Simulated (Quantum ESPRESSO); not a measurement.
The system is ZnS (Wurtzite-2H).

```xyz
4
Lattice="3.8110 0.0000 0.0000 -1.9055 3.3004 0.0000 0.0000 0.0000 6.2340" Properties=species:S:1:pos:R:3 pbc="T T T"
Zn    1.9055    1.1001    3.1170
Zn    0.0000    2.2003    0.0000
S     1.9055    1.1001    5.5171
S     0.0000    2.2003    2.4001
```

Base run:

| Property | Result |
| --- | --- |
| Program | Quantum ESPRESSO 7.5 |
| Functional | PBEsol |
| Potentials or basis | GBRV 1.5 PBEsol |
| Cutoff | 762 eV |
| Density cutoff | 6095 eV |
| k mesh | 8 × 8 × 5 |
| Occupations | fermi-dirac, width 0.05 eV |
| Spin | no spin polarisation |

Its results: band gap on the k mesh 2.11 eV, direct; pressure -1.2 GPa; largest force 0.307 eV/Å.

Q: The run is repeated on the same cell with these changes: functional from PBEsol to LDA; potentials or basis from GBRV 1.5 PBEsol to GBRV 1.5 LDA. What comes out?

A: Band gap on the k mesh 1.98 eV, direct; pressure -3.8 GPa; largest force 0.297 eV/Å.
